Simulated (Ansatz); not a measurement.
Runs of Ansatz 0.2.0 on Si2Mo. It takes space group P6_222 (No. 180, hexagonal). The conventional cell has a = 4.585 Å, b = 4.585 Å, c = 6.580 Å, α = 90.00°, β = 90.00°, γ = 120.00°. Around Mo (site symmetry 222) lie 10 Si at 2.57 to 2.67 Å. Around Si (site symmetry 2) lie 5 Si at 2.55 to 2.67 Å and 5 Mo at 2.57 to 2.67 Å. Measurements of this composition are mostly on another form, of space group No. 139.

| task | level | cell | points for each segment of the path | gap on the mesh (eV) | pressure (GPa) | relaxed volume (Å³/atom) | largest force (eV/Å) |
| --- | --- | --- | --- | --- | --- | --- | --- |
| single point | PBEsol | atoms moved at random, drawn with an rms of 0.05 Å | - | 0.05 | -0.8 | - | 1.36 |
| single point | PBEsol | as given | - | 0.26 | -1.5 | - | 0.04 |
| band structure | PBEsol | as given | 10 | 0.26 | -1.5 | - | 0.04 |
| relaxation of cell and atoms | PBEsol | relaxed | - | 0.26 | 0.0 | 13.22 | - |
| relaxation of cell and atoms | BLYP+D4 | relaxed | - | 0.27 | 0.0 | (a) | - |

Alike in all rows: potentials or basis Ansatz PAW; no spin polarisation; k mesh 7 × 7 × 4; cutoff (eV) 420; smearing fermi-dirac 0.05 eV.

Estimate the missing entries.

(a) 13.31.

Caveats: the PAW data sets come from PBE, with cores solved anew for the run's functional, which leaves a small shift of forces and pressure; odd divisions of the mesh miss points on the zone boundary, where band edges often lie, so the gap on the mesh can be too wide (some runs); the plane-wave basis is chosen anew once the cell has moved, so the energies of steps on either side of that aren't comparable (some runs); the k mesh misses the band edges, so the gap on the mesh is wider than the one along the path (some runs).

A k mesh can miss the band edges, and the runs leave out spin-orbit coupling on Mo.

Runs at the PBE level aren't shown here.
